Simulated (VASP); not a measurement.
Set up this calculation in VASP 6.6.1, as the native input.

```yaml
Task: band structure
Functional: LDA
Potentials_or_basis: VASP PAW LDA potentials, release 64 (Pb_d, Se)
Cutoff: 520 eV
k_mesh: 8 × 8 × 8
Occupations: gaussian, width 0.03 eV
Spin: no spin polarisation
Further_INCAR_settings: ALGO = Normal; EDIFF = 1e-06
```

The structure of PbSe (Clausthalite) lies in POSCAR:

```
PbSe                                    
1.0
    0.0000000000      3.0519897379      3.0519897379
    3.0519897379      0.0000000000      3.0519897379
    3.0519897379      3.0519897379      0.0000000000
  Pb              Se            
     1     1
Direct
     0.0000000000000000    0.0000000000000000    0.0000000000000000
     0.5000000000000000    0.5000000000000000    0.5000000000000000
```

One way to write it, as run:

INCAR

```
SYSTEM = PbSe
PREC = Accurate
ENCUT = 520
EDIFF = 1E-6
ISMEAR = 0
SIGMA = 0.03
LREAL = .FALSE.
LASPH = .TRUE.
NELM = 80
ALGO = Normal
ISIF = 2
LWAVE = .FALSE.
LCHARG = .FALSE.
```

KPOINTS

```
regular mesh
0
G
  8 8 8
  0 0 0
```

KPOINTS_OPT

```
explicit points
252
Reciprocal
 0.0000000000  0.0000000000  0.0000000000 1
 0.0357142857  0.0000000000  0.0357142857 1
 0.0714285714  0.0000000000  0.0714285714 1
 0.1071428571  0.0000000000  0.1071428571 1
 0.1428571429  0.0000000000  0.1428571429 1
 0.1785714286  0.0000000000  0.1785714286 1
[... 244 lines left out ...]
 0.4879444600  0.0120555400  0.5000000000 1
 0.5120555400 -0.0120555400  0.5000000000 1
```

Potentials or basis: VASP PAW LDA potentials, release 64 (Pb_d, Se).

The run is started by

```bash
$ cat potpaw_LDA.64/Pb_d/POTCAR potpaw_LDA.64/Se/POTCAR > POTCAR
$ mpirun -np 1 vasp_std > vasp.out
```

Results of the run:

```json
{"Pressure": "-1.6 GPa", "Band gap on the k mesh": "0.13 eV, direct", "Band gap along the path": "0.13 eV, direct"}
```

Caveat: spin-orbit coupling is left out, which as a rule narrows the gap of such compounds by several tenths of an eV.

Wall time 69 s on 1 thread of Intel(R) Xeon(R) Platinum 8259CL CPU @ 2.50GHz (Skylake/Cascade Lake) (shared host), peak memory 0.18 GiB.
